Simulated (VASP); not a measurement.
# TiSe2 (P-3m1) in VASP: settings compared, part 2 of 2

VASP 6.6.1. Earlier steps stand in the parts before.

## (3) Relaxation of cell and atoms, PBE+D3(BJ)

The COD entry that gives the cell may itself be a prediction, so a difference from it is no test against experiment.

This run uses another cell than the first one, of 21.67 Å³/atom, 1.155 times its volume.

INCAR

```
PREC = Accurate ; ENCUT = 600
EDIFF = 1E-6 ; ISMEAR = 1
SIGMA = 0.1 ; LREAL = F
LASPH = T ; NELM = 80
ALGO = Normal ; ISIF = 3
LWAVE = F ; LCHARG = F
GGA = PE ; IVDW = 12
IBRION = 2 ; NSW = 90
EDIFFG = -0.01
```

KPOINTS

```
regular mesh
0
Gamma
  12 12 6
```

POSCAR

```
TiSe2
1.0
    3.5360000000      0.0000000000      0.0000000000
   -1.7680000000      3.0622658278      0.0000000000
    0.0000000000      0.0000000000      6.0040000000
Ti Se
1 2
Direct
    0.0000000000      0.0000000000      0.0000000000
    0.3333333333      0.6666666667      0.2552000000
    0.6666666667      0.3333333333      0.7448000000
```

Potentials or basis: VASP PAW PBE potentials, release 64 (Ti_sv, Se).

On the command line:

```
> cat potpaw_PBE.64/Ti_sv/POTCAR potpaw_PBE.64/Se/POTCAR > POTCAR
> mpirun -np 1 vasp_std > vasp.out
```

OUTCAR:

```text
PREC = Accurate
   ENCUT = 600
   EDIFF = 1E-6
   ISMEAR = 1
   LREAL = F
   LASPH = T
   NELM = 80
   ISIF = 3
   GGA = PE
   IVDW = 12
   IBRION = 2
   NSW = 90
   EDIFFG = -0.01
 IVDW          = 12

 ion  position               nearest neighbor table
   1  0.000  0.000  0.000-   2 2.55   3 2.55   3 2.55   2 2.55   3 2.55   2 2.55
   2  0.333  0.667  0.255-   1 2.55   1 2.55   1 2.55
   3  0.667  0.333  0.745-   1 2.55   1 2.55   1 2.55

  LATTYP: Found a hexagonal cell.
 ALAT       =     3.5360000000
 C/A-ratio  =     1.6979638009

  Lattice vectors:

 A1 = (   3.5360000000,   0.0000000000,   0.0000000000)
 A2 = (  -1.7680000000,   3.0622658278,   0.0000000000)
 A3 = (   0.0000000000,   0.0000000000,   6.0040000000)

Analysis of symmetry for initial positions (statically):
=====================================================================
 Subroutine PRICEL returns:
 Original cell was already a primitive cell.

 Routine SETGRP: Setting up the symmetry group for a
 hexagonal supercell.

 Subroutine GETGRP returns: Found 12 space group operations
 (whereof 12 operations were pure point group operations)
 out of a pool of 24 trial point group operations.

The static configuration has the point symmetry D_3d.

Analysis of symmetry for dynamics (positions and initial velocities):
=====================================================================
 Subroutine PRICEL returns:
 Original cell was already a primitive cell.

 Routine SETGRP: Setting up the symmetry group for a
 hexagonal supercell.

 Subroutine GETGRP returns: Found 12 space group operations
 (whereof 12 operations were pure point group operations)
 out of a pool of 24 trial point group operations.

The dynamic configuration has the point symmetry D_3d.

 Subroutine INISYM returns: Found 12 space group operations
 (whereof 12 operations are pure point group operations),
 and found     1 'primitive' translations

----------------------------------------------------------------------------------------

                                     Primitive cell

  volume of cell :      65.0123

  direct lattice vectors                    reciprocal lattice vectors
     3.536000000  0.000000000  0.000000000     0.282805430  0.163277791  0.000000000
    -1.768000000  3.062265828  0.000000000     0.000000000  0.326555582  0.000000000
     0.000000000  0.000000000  6.004000000     0.000000000  0.000000000  0.166555630

  length of vectors
     3.536000000  3.536000000  6.004000000     0.326555582  0.326555582  0.166555630

  position of ions in fractional coordinates (direct lattice)
     0.000000000  0.000000000  0.000000000
     0.333333333  0.666666667  0.255200000
     0.666666667  0.333333333  0.744800000

  ion indices of the primitive-cell ions
   primitive index   ion index
                 1           1
                 2           2
                 3           3

----------------------------------------------------------------------------------------

 KPOINTS: regular mesh

Automatic generation of k-mesh.
 Grid dimensions read from file:
 generate k-points for:   12   12    6

 Generating k-lattice:

  Cartesian coordinates                     Fractional coordinates (reciprocal lattice)
     0.023567119  0.013606483  0.000000000     0.083333333  0.000000000  0.000000000
     0.000000000  0.027212965  0.000000000     0.000000000  0.083333333  0.000000000
     0.000000000  0.000000000  0.027759272     0.000000000  0.000000000  0.166666667

  Length of vectors
     0.027212965  0.027212965  0.027759272

  Shift w.r.t. Gamma in fractional coordinates (k-lattice)
     0.000000000  0.000000000  0.000000000

 Subroutine IBZKPT returns following result:
 ===========================================

 Found    100 irreducible k-points:

 Following reciprocal coordinates:
            Coordinates               Weight
  0.000000  0.000000  0.000000      1.000000
  0.083333  0.000000  0.000000      6.000000
  0.166667  0.000000  0.000000      6.000000
  0.250000  0.000000  0.000000      6.000000
  0.333333  0.000000  0.000000      6.000000
  0.416667  0.000000  0.000000      6.000000
[... 16 lines left out ...]
  0.166667  0.000000  0.166667      6.000000
  0.000000  0.166667  0.166667      6.000000
 [... further k-points ...]
   k-points           NKPTS =    100   k-points in BZ     NKDIM =    100   number of bands    NBANDS=     16
   number of dos      NEDOS =    301   number of ions     NIONS =      3
   total plane-waves  NPLWV =  37632
   dimension x,y,z NGX =    28 NGY =   28 NGZ =   48
   dimension x,y,z NGXF=    56 NGYF=   56 NGZF=   96
   ions per type =               1   2
   NGX,Y,Z   is equivalent  to a cutoff of  13.16, 13.16, 13.29 a.u.
   NGXF,Y,Z  is equivalent  to a cutoff of  26.33, 26.33, 26.58 a.u.
 SYSTEM =  unknown system
   PREC   = accura    normal or accurate (medium, high low for compatibility)
   ISTART =      0    job   : 0-new  1-cont  2-samecut
   ICHARG =      2    charge: 1-file 2-atom 10-const
   ISPIN  =      1    spin polarized calculation?
   LNONCOLLINEAR =      F non collinear calculations
   LSORBIT =      F    spin-orbit coupling
   LASPH  =      T    aspherical Exc in radial PAW
   ENCUT  =  600.0 eV  44.10 Ry    6.64 a.u.   7.06  7.06 11.99*2*pi/ulx,y,z
   NELM   =     80;   NELMIN=  2; NELMDL= -5     # of ELM steps
   EDIFF  = 0.1E-05   stopping-criterion for ELM
   LREAL  =      F    real-space projection
   EDIFFG = -.1E-01   stopping-criterion for IOM
   NSW    =     90    number of steps for IOM
   IBRION =      2    ionic relax: 0-MD 1-quasi-New 2-CG
   NFREE  =      1    steps in history (QN), initial steepest desc. (CG)
   ISIF   =      3    stress and relaxation
   ISYM   =      2    0-nonsym 1-usesym 2-fastsym
   POTIM  = 0.5000    time-step for ionic-motion
   TEBEG  =    0.0;   TEEND  =   0.0 temperature during run
   PSTRESS=    0.0 pullay stress
   NELECT =      24.0000    total number of electrons
   NUPDOWN=      -1.0000    fix difference up-down
   EMIN   =  10.00;   EMAX   =-10.00  energy-range for DOS
   EFERMI =   0.00;   METHOD = LEGACY
   ISMEAR =     1;   SIGMA  =   0.10  broadening in eV -4-tet -1-fermi 0-gaus
   EFERMI_NEDOS =   21; number of points for ismear=-14 and -15
   IALGO  =     38    algorithm
   IMIX   =      4    mixing-type and parameters
     AMIX     =   0.40;   BMIX     =  1.00
     AMIX_MAG =   1.60;   BMIX_MAG =  1.00
  volume/ion in A,a.u.               =      21.67       146.24
  Fermi-wavevector in a.u.,A,eV,Ry     =   1.174393  2.219280 18.765127  1.379198
  Thomas-Fermi vector in A             =   2.310790
   LORBIT       =      0    0 simple, 1 ext, 2 COOP (PROOUT), +10 PAW based schemes
   GGA     = PE    functional components
   LHFCALC =     F    Hartree Fock is set to
   AEXX    =    0.0000 exact exchange contribution
   IVDW    =    12    specifies the selected vdW correction
   LEPSILON=     F    determine dielectric tensor
   LRPA    =     F    only Hartree local field effects (RPA)
 conjugate gradient relaxation of ions
 non-spin polarized calculation
 Methfessel and Paxton  Order N= 1 SIGMA  =   0.10
  energy-cutoff  :      600.00
  volume of cell :       65.01
 maximum number of plane-waves:      2193
   NGX = 15   NGY = 15   NGZ = 23

--------------------------------------- Ionic step        1  -------------------------------------------

 number of electron      24.0000001 magnetization

 Free energy of the ion-electron system (eV)
  ---------------------------------------------------
  ext. energy  EPLUGINS =         0.00000000
  ---------------------------------------------------
  free energy    TOTEN  =       -18.17606113 eV

  energy without entropy =      -18.17651070  energy(sigma->0) =      -18.17621099

 E-fermi :   4.7961     XC(G=0):  -9.9970

 val. band max:        4.7445082450   @ k =   0.5000   0.0000   0.3333
 cond. band min:       4.8065377620   @ k =   0.0000   0.3333   0.3333
 fundamental gap:      0.0620295169
 Fermi energy:         4.7960722754

 k-point     1 :       0.0000    0.0000    0.0000
  band No.  band energies     occupation
      1     -52.8289      2.00000
      2     -29.0548      2.00000
      3     -29.0439      2.00000
      4     -29.0439      2.00000
      5      -9.1572      2.00000
      6      -7.7283      2.00000
[... 8 lines left out ...]
     15       5.4384     -0.00000
     16       8.1064      0.00000
[... 553 lines left out ...]
  FREE ENERGIE OF THE ION-ELECTRON SYSTEM (eV)
  ---------------------------------------------------
  free  energy   TOTEN  =       -19.4626208953 eV

  energy  without entropy=      -19.4629016887  energy(sigma->0) =      -19.46271449

[... ionic steps 4 to 7 ...]

--------------------------------------- Ionic step        8  -------------------------------------------

 number of electron      24.0000002 magnetization

------------------------ aborting loop because EDIFF is reached ----------------------------------------

 Edisp (eV)   -1.35515

 E8    (eV) :    -0.5878
[... 71 lines left out ...]
  energy  without entropy=      -19.4757347114  energy(sigma->0) =      -19.47571186

--------------------------------------- Ionic step       10  -------------------------------------------

 number of electron      24.0000002 magnetization

 Free energy of the ion-electron system (eV)
  ---------------------------------------------------
  ext. energy  EPLUGINS =         0.00000000
  ---------------------------------------------------
  free energy    TOTEN  =       -18.12329175 eV

  energy without entropy =      -18.12333584  energy(sigma->0) =      -18.12330645

 E-fermi :   5.3936     XC(G=0): -10.3072

 val. band max:        5.3864420184   @ k =   0.0000   0.4167   0.1667
 cond. band min:       5.4018909518   @ k =   0.0833   0.0000   0.0000
 fundamental gap:      0.0154489334
 Fermi energy:         5.3935688897

 k-point     1 :       0.0000    0.0000    0.0000
  band No.  band energies     occupation
      1     -52.1276      2.00000
      2     -28.3610      2.00000
      3     -28.3469      2.00000
      4     -28.3469      2.00000
      5      -8.8181      2.00000
      6      -7.2002      2.00000
[... 8 lines left out ...]
     15       6.0087     -0.00000
     16       8.6852      0.00000
[... 471 lines left out ...]
  FREE ENERGIE OF THE ION-ELECTRON SYSTEM (eV)
  ---------------------------------------------------
  free  energy   TOTEN  =       -19.4762074746 eV

  energy  without entropy=      -19.4762515605  energy(sigma->0) =      -19.47622217

 reached required accuracy - stopping structural energy minimisation
```

CONTCAR:

```text
TiSe2
   1.00000000000000
     3.4817797518132365   -0.0000000000000000    0.0000000000000000
    -1.7408898759066183    3.0153097154699164   -0.0000000000000000
    -0.0000000000000000    0.0000000000000000    5.8586364393970003
  Ti              Se
     1     2
Direct
     1.0000000000000000    0.0000000000000000    0.0000000000000000
     0.3333333332999970    0.6666666667000030    0.2653902342518608
     0.6666666667000030    0.3333333332999970    0.7346097657481391

  0.00000000E+00  0.00000000E+00  0.00000000E+00
  0.00000000E+00  0.00000000E+00  0.00000000E+00
  0.00000000E+00  0.00000000E+00  0.00000000E+00
```

Wall time 8.2 min (1 thread of Intel Xeon Platinum 8559C (Emerald Rapids), shared host); peak memory 0.3 GiB.

Results:

```
Free energy                            : -19.4762 eV
Relaxed volume                         : 20.50 Å³/atom
Relaxed cell                           : a = 3.482 Å, b = 3.482 Å, c = 5.859 Å, α = 90.00°, β = 90.00°, γ = 120.00°
Space group after relaxing (to 0.05 Å) : P-3m1 (No. 164)
Energy gained by relaxing              : 7.6 meV/atom
Ionic steps                            : 10
Pressure after relaxing                : 0.0 GPa
Largest force after relaxing           : 0.008 eV/Å
Band gap on the k mesh                 : none (metal or under the smearing width)
Dispersion energy per atom             : -0.451 eV
```

Forces in eV/Å, atoms in the order of the input:
```
Ti   0.000  0.000  0.000
Se   0.000  0.000 -0.008
Se   0.000  0.000  0.008
```

Step by step:
| step | energy change (eV) | largest force (eV/Å) | pressure (GPa) | volume (Å³) |
| --- | --- | --- | --- | --- |
| 1 | 0.0000 | 0.0905 | -1.57 | 65.01 |
| 2 | -0.0085 | 0.3343 | 0.77 | 63.04 |
| 3 | -0.0091 | 0.2857 | 0.30 | 63.41 |
| 4 | -0.0154 | 0.1559 | 0.07 | 62.97 |
| 5 | -0.0171 | 0.0444 | -0.12 | 62.60 |
| 6 | -0.0193 | 0.0390 | -0.05 | 62.32 |
| 7 | -0.0226 | 0.0178 | 0.18 | 61.46 |
| 8 | -0.0226 | 0.0158 | 0.20 | 61.41 |
| 9 | -0.0222 | 0.0692 | -0.44 | 61.77 |
| 10 | -0.0227 | 0.0080 | 0.00 | 61.51 |

Final structure:
```xyz
3
Lattice="3.4818 0.0000 0.0000 -1.7409 3.0153 0.0000 0.0000 0.0000 5.8586" Properties=species:S:1:pos:R:3 pbc="T T T"
Ti    3.4818    0.0000    0.0000
Se    0.0000    2.0102    1.5548
Se    1.7409    1.0051    4.3038
```

Levels at points of the mesh, in eV from the Fermi level:
```tsv
k point	band 8	band 9	band 10	band 11	band 12	band 13	band 14	band 15	band 16
(0.00, 0.00, 0.00)	-2.24	-2.24	0.38	0.52	0.52	0.58	0.62	0.62	3.29
(0.50, 0.00, 0.00)	-3.87	-2.94	-2.86	-2.24	-1.42	0.05	1.48	1.90	3.22
(0.00, 0.00, 0.50)	-2.90	-2.16	-2.16	0.29	0.29	0.50	0.50	1.28	3.75
(0.50, 0.00, 0.50)	-4.86	-2.82	-2.54	-1.12	-0.84	-0.25	1.47	1.87	3.05
```

## (4) Relaxation of cell and atoms, PBE+D3(BJ)

This run uses another cell than the first one, of 20.50 Å³/atom, 1.093 times its volume.

INCAR

```
PREC = Accurate ; ENCUT = 600
EDIFF = 1E-7 ; ISMEAR = 1
SIGMA = 0.1 ; LREAL = F
LASPH = T ; NELM = 80
ALGO = Normal ; ISIF = 3
LWAVE = F ; LCHARG = F
GGA = PE ; IVDW = 12
IBRION = 2 ; NSW = 90
EDIFFG = -0.005
```

KPOINTS is that of step 3.

POSCAR

```
TiSe2                                   
1.0
    3.4817797518     -0.0000000000      0.0000000000
   -1.7408898759      3.0153097155     -0.0000000000
   -0.0000000000      0.0000000000      5.8586364394
  Ti              Se            
     1     2
Direct
     1.0000000000000000    0.0000000000000000    0.0000000000000000
     0.3333333332999970    0.6666666667000030    0.2653902342518608
     0.6666666667000030    0.3333333332999970    0.7346097657481391
```

On the command line:

```
> cat potpaw_PBE.64/Ti_sv/POTCAR potpaw_PBE.64/Se/POTCAR > POTCAR
> mpirun -np 1 vasp_std > vasp.out
```

Run time: 2.6 min. Hardware: 1 thread of Intel Xeon Platinum 8559C (Emerald Rapids), shared host; peak memory 0.29 GiB.

The run converged. Its results:

| Item | Value |
| --- | --- |
| Free energy | -19.4757 eV |
| Relaxed volume | 20.52 Å³/atom |
| Relaxed cell | a = 3.484 Å, b = 3.484 Å, c = 5.857 Å, α = 90.00°, β = 90.00°, γ = 120.00° |
| Space group after relaxing (to 0.05 Å) | P-3m1 (No. 164) |
| Energy gained by relaxing | 0.0 meV/atom |
| Ionic steps | 4 |
| Pressure after relaxing | 0.0 GPa |
| Band gap on the k mesh | none (metal or under the smearing width) |
| Dispersion energy per atom | -0.451 eV |

Final structure:
```xyz
3
Lattice="3.4835 0.0000 0.0000 -1.7418 3.0168 0.0000 0.0000 0.0000 5.8570" Properties=species:S:1:pos:R:3 pbc="T T T"
Ti   -1.7418    3.0168    5.8570
Se    0.0000    2.0112    1.5533
Se    1.7418    1.0056    4.3038
```

Levels at points of the mesh, in eV from the Fermi level:
```csv
k point,band 8,band 9,band 10,band 11,band 12,band 13,band 14,band 15,band 16
"(0.00, 0.00, 0.00)",-2.25,-2.25,0.38,0.51,0.51,0.58,0.61,0.61,3.29
"(0.50, 0.00, 0.00)",-3.86,-2.94,-2.86,-2.24,-1.42,0.05,1.47,1.89,3.22
"(0.00, 0.00, 0.50)",-2.89,-2.16,-2.16,0.29,0.29,0.49,0.49,1.28,3.75
"(0.50, 0.00, 0.50)",-4.86,-2.82,-2.55,-1.11,-0.85,-0.25,1.47,1.86,3.05
```

Caveat: pairwise dispersion overbinds metals, which lowers pressure and volume.

## (5) Relaxation of cell and atoms, LDA

This run uses another cell than the first one, of 21.67 Å³/atom, 1.155 times its volume.

INCAR

```
SYSTEM = TiSe2
PREC = Accurate
ENCUT = 600
EDIFF = 1E-6
ISMEAR = 1
SIGMA = 0.1
LREAL = .False.
LASPH = .True.
NELM = 80
ALGO = Normal
ISIF = 3
LWAVE = .False.
LCHARG = .False.
IBRION = 2
NSW = 90
EDIFFG = -0.01
```

KPOINTS

```
Automatic mesh
0
Gamma
  12 12 6
  0 0 0
```

POSCAR

```
TiSe2
1.0
    3.5360000000      0.0000000000      0.0000000000
   -1.7680000000      3.0622658278      0.0000000000
    0.0000000000      0.0000000000      6.0040000000
Ti Se
1 2
Direct
    0.0000000000      0.0000000000      0.0000000000
    0.3333333333      0.6666666667      0.2552000000
    0.6666666667      0.3333333333      0.7448000000
```

Potentials or basis: VASP PAW LDA potentials, release 64 (Ti_sv, Se).

On the command line:

```
> cat potpaw_LDA.64/Ti_sv/POTCAR potpaw_LDA.64/Se/POTCAR > POTCAR
> mpirun -np 1 vasp_std > vasp.out
```

Run time: 7.8 min. Hardware: 1 thread of Intel Xeon Platinum 8488C (Sapphire Rapids), shared host; peak memory 0.26 GiB.

It converged, with:

```
Free energy                            : -20.3401 eV
Relaxed volume                         : 19.82 Å³/atom
Relaxed cell                           : a = 3.440 Å, b = 3.440 Å, c = 5.801 Å, α = 90.00°, β = 90.00°, γ = 120.00°
Space group after relaxing (to 0.05 Å) : P-3m1 (No. 164)
Energy gained by relaxing              : 22.8 meV/atom
Ionic steps                            : 11
Pressure after relaxing                : 0.0 GPa
Largest force after relaxing           : 0.005 eV/Å
Band gap on the k mesh                 : none (metal or under the smearing width)
```

Forces on the atoms (eV/Å):
```
Ti   0.000  0.000  0.000
Se   0.000  0.000 -0.005
Se   0.000  0.000  0.005
```

Stress tensor (GPa, compression positive):
```
 0.03  0.00  0.00
 0.00  0.03  0.00
 0.00  0.00 -0.05
```

Step by step:
```tsv
step	energy change (eV)	largest force (eV/Å)	pressure (GPa)	volume (Å³)
1	0.0000	0.2554	-4.53	65.01
2	-0.0097	0.8432	4.42	59.42
3	-0.0476	0.2952	-0.20	61.96
4	-0.0555	0.2094	-0.18	61.48
5	-0.0604	0.0191	-0.14	60.45
6	-0.0608	0.0610	-0.14	60.67
7	-0.0636	0.0639	-0.01	60.32
8	-0.0678	0.0649	0.50	59.28
9	-0.0666	0.1282	-0.87	59.76
10	-0.0684	0.0062	-0.02	59.45
11	-0.0684	0.0050	0.01	59.45
```

Final structure:
```cif
data_structure
_symmetry_space_group_name_H-M 'P 1'
_symmetry_Int_Tables_number 1
_cell_length_a 3.4401
_cell_length_b 3.4401
_cell_length_c 5.8007
_cell_angle_alpha 90.000
_cell_angle_beta 90.000
_cell_angle_gamma 120.000
_cell_volume 59.45
loop_
_atom_site_label
_atom_site_type_symbol
_atom_site_fract_x
_atom_site_fract_y
_atom_site_fract_z
_atom_site_occupancy
Ti1 Ti 0.00000 0.00000 0.00000 1
Se1 Se 0.33333 0.66667 0.26560 1
Se2 Se 0.66667 0.33333 0.73440 1
```

Levels at points of the mesh, in eV from the Fermi level:
```
           k point  band 8  band 9  band 10  band 11  band 12  band 13  band 14  band 15  band 16
(0.00, 0.00, 0.00)   -2.26   -2.26     0.47     0.52     0.52     0.54     0.73     0.73     3.47
(0.50, 0.00, 0.00)   -3.96   -2.99    -2.94    -2.25    -1.39     0.03     1.55     1.99     3.36
(0.00, 0.00, 0.50)   -3.02   -2.17    -2.17     0.39     0.39     0.50     0.50     1.35     3.97
(0.50, 0.00, 0.50)   -5.01   -2.89    -2.58    -1.05    -0.77    -0.33     1.55     1.96     3.21
```

## (6) The runs side by side

| level | potentials or basis | cell | target pressure | gap on the mesh (eV) | pressure (GPa) | relaxed volume (Å³/atom) |
| --- | --- | --- | --- | --- | --- | --- |
| LDA | VASP PAW LDA potentials, release 64 (Ti_sv, Se) | relaxed to 3.12 GPa | 3.12 GPa | none | 3.1 | - |
| PBE+D3(BJ) | VASP PAW PBE potentials, release 64 (Ti_sv, Se) | relaxed | - | none | 0.0 | 20.52 |
| LDA | VASP PAW LDA potentials, release 64 (Ti_sv, Se) | relaxed | - | none | 0.0 | 19.82 |

Alike in all rows: task relaxation of cell and atoms; no spin polarisation; k mesh 12 × 12 × 6; cutoff (eV) 600; smearing methfessel-paxton 0.1 eV.

Caveats: the cell is relaxed towards a set pressure, so the enthalpy falls and the energy may rise (some runs); pairwise dispersion overbinds metals, which lowers pressure and volume (some runs).

Absolute energies hang on the potentials; compare differences alone.
